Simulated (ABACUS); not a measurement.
Al, 1 atom in the cell. Symmetry: Fm-3m, No. 225, cubic system. Conventional cell: a = 4.050 Å, b = 4.050 Å, c = 4.050 Å, α = 90.00°, β = 90.00°, γ = 90.00°. Around Al (site symmetry m-3m) lie 12 Al at 2.86 Å. 

| Property | Result |
| --- | --- |
| Program | ABACUS 3.10.1 |
| Task | band structure |
| Functional | TASK |
| Potentials or basis | SG15 ONCV 1.2 PBE |
| Cutoff | 939 eV |
| Density cutoff | 3755 eV |
| Basis | plane waves |
| Occupations | fermi-dirac, width 0.05 eV |
| Spin | no spin polarisation |
| Radial cutoff of the potentials (pseudo_rcut) | 10 bohr |
| Threshold of the eigensolver | 1e-07 Ry |
| Density | read from an earlier self-consistent run |
| Path | G-X-W-K-G-L-U-W-L-K, U-X |
| Points for each segment of the path | 10 |
| SCF threshold on the density | 1e-08 |
| Max SCF steps | 100 |
| Eigensolver | dav |
| Mixing | broyden |
| Mixing share | 0.7 |
| Symmetry key | -1 |
| Bands | 16 |

Potentials or basis: SG15 ONCV 1.2 PBE, plane waves.

The run is started by

```console
$ OMP_NUM_THREADS=1 mpirun -np 4 abacus > log
```

Hardware: 4 MPI ranks on Intel(R) Xeon(R) Platinum 8488C (Sapphire Rapids), on a shared host.

**Question.** Estimate the wall time of this run.

**Answer.** Run time: 12 s on 4 MPI ranks on Intel(R) Xeon(R) Platinum 8488C (Sapphire Rapids), with other jobs on the host, peak memory 0.32 GiB a rank. Counts: scf iterations 1, k points 102, bands 16, ranks 4.
